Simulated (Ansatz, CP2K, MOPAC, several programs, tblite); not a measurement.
Energy against volume for BaS in the zincblende structure, at fixed shape and fractional coordinates, computed by several methods (PBE and r2SCAN, where shown, with plane waves in Ansatz); the cell shown is that of r2SCAN. It is cubic, F-43m (No. 216); a = 7.039 Å in the conventional setting, 43.59 Å³ an atom. Ba is surrounded by 4 S at 3.05 Å; S is surrounded by 4 Ba at 3.05 Å. The cell comes from a prototype generator: it can be a known phase or a hypothetical one. Spin polarisation is off. Energies count from each curve's lowest point; fits are third-order Birch-Murnaghan.

Space group F-43m (No. 216). a = 7.039 Å, b = 7.039 Å, c = 7.039 Å, α = 90.00°, β = 90.00°, γ = 90.00°

| atom | site | symmetry | x | y | z |
| --- | --- | --- | --- | --- | --- |
| Ba | 4a | -43m | 0.0000 | 0.0000 | 0.0000 |
| S | 4d | -43m | 0.2500 | 0.2500 | 0.7500 |

Task: r2SCAN, on the shape of its own relaxed cell, gives
```tsv
V (Å³/atom)	E (meV/atom)
40.977	15.52
42.285	3.64
43.592	0.00
44.900	3.46
46.208	13.02
```
What equilibrium volume and bulk modulus follow?

Result: V₀ = 43.58 Å³ an atom and B₀ = 29 GPa.

GFN2-xTB (tblite), on the shape of the cell shown, as a cluster of 64 atoms at the zone centre:
```tsv
V (Å³/atom)	E (meV/atom)
38.361	0.00
40.977	14.11
43.592	38.71
46.208	67.65
48.823	100.14
```
This method closes the gap of a crystal that DFT finds insulating, so its curve rests on a wrong state.
The lowest point is an end point, so the minimum isn't bracketed.

PM7 (MOPAC), on the shape of the cell shown, as a cluster of 64 atoms at the zone centre:
```tsv
V (Å³/atom)	E (meV/atom)
38.361	54.73
40.977	0.00
43.592	8.84
46.208	70.12
48.823	161.05
```
The points scatter about a smooth fit, a numerical artefact, so no fit is quoted.

Task: PBE/DZVP (CP2K), on the shape of the cell shown, gives
```
V (Å³/atom)  E (meV/atom)
     38.361        100.51
     40.977         29.07
     43.592          0.00
     46.208          2.40
     48.823         28.21
```
What equilibrium volume and bulk modulus follow?

Result: V₀ = 44.64 Å³ an atom and B₀ = 29 GPa.

Task: PBE, on the shape of its own relaxed cell, gives
```
V (Å³/atom)  E (meV/atom)
     40.977         14.29
     42.285          3.22
     43.592          0.00
     44.900          3.52
     46.208         12.83
```
What equilibrium volume and bulk modulus follow?

Result: V₀ = 43.53 Å³ an atom and B₀ = 28 GPa.

The runs are scalar-relativistic, without spin-orbit coupling.
